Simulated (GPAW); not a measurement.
Input of a GPAW 26.7.0 run:

File run.py:

```python
import numpy as np
from ase import Atoms
from ase.dft.bandgap import bandgap
from ase.io import write
from gpaw import GPAW, PW
from gpaw.response.df import DielectricFunction

atoms = Atoms(['Pb', 'S'],
              cell=[[2.1126617058, 1.2197458045, 3.4519162518],
                    [-2.1126617058, 1.2197458045, 3.4519162518],
                    [0.0, -2.4394916091, 3.4519162518]],
              scaled_positions=[[0.98056578, 0.98056578, 0.98056578],
                                [0.47503555, 0.47503555, 0.47503555]],
              pbc=True)

calc = GPAW(mode=PW(450),
            xc='PBE',
            kpts={'size': (6, 6, 6), 'gamma': True},
            occupations={'name': 'fermi-dirac', 'width': 0.001},
            nbands=19,
            convergence={'density': 1e-06},
            maxiter=150,
            txt='gpaw.txt')
atoms.calc = calc
energy = atoms.get_potential_energy()
calc.write('gs.gpw')
write('result.traj', atoms)
print(f'Energy: {energy:.6f} eV')
print('Fermi level:', round(calc.get_fermi_level(), 4), 'eV')
print(f'Gap: {bandgap(calc)[0]:.4f} eV, direct: {bandgap(calc, direct=True)[0]:.4f} eV')

for size in [(14, 14, 14), (19, 19, 19)]:
    name = 'x'.join(str(n) for n in size)
    dense = calc.fixed_density(kpts={'size': size, 'gamma': True},
                               nbands=36, convergence={'bands': 30, 'eigenstates': 1e-7},
                               update_fermi_level=True, txt=f'dense-{name}.txt')
    dense.write(f'{name}.gpw', mode='all')
    df = DielectricFunction(f'{name}.gpw', frequencies=np.array([0.0]), hilbert=False, eta=0.001,
                            ecut=80, nbands=30, intraband=False, txt=f'df-{name}.txt')
    for xc in ['RPA', 'ALDA', 'Bootstrap']:
        for direction in ['x', 'y', 'z', [0, 1, 1], [1, 0, 1], [1, 1, 0]]:
            e0, e = df.get_macroscopic_dielectric_constant(xc=xc, direction=direction)
            print(f'{name} {xc} {direction}: {e0:.4f} without, {e:.4f} with local fields')
```

Potentials or basis: GPAW PAW data sets (gpaw-data 1.2.1), pw.

The run is started by

```console
$ OMP_NUM_THREADS=1 python run.py
```

(1) What does it give for the electronic dielectric tensor (diagonal)?

(2) What does it give for the band gap on the k mesh?

## Answers

(1) 15.82, 15.82, 15.69.

(2) 0.41 eV, direct.

Caveat: the gap is small at this level, which inflates the dielectric constant; the long-wavelength limit can be off by a per cent or two; spin-orbit coupling is left out, which as a rule narrows the gap of such compounds by several tenths of an eV; an odd mesh through Γ misses points on the zone boundary, where band edges often lie.
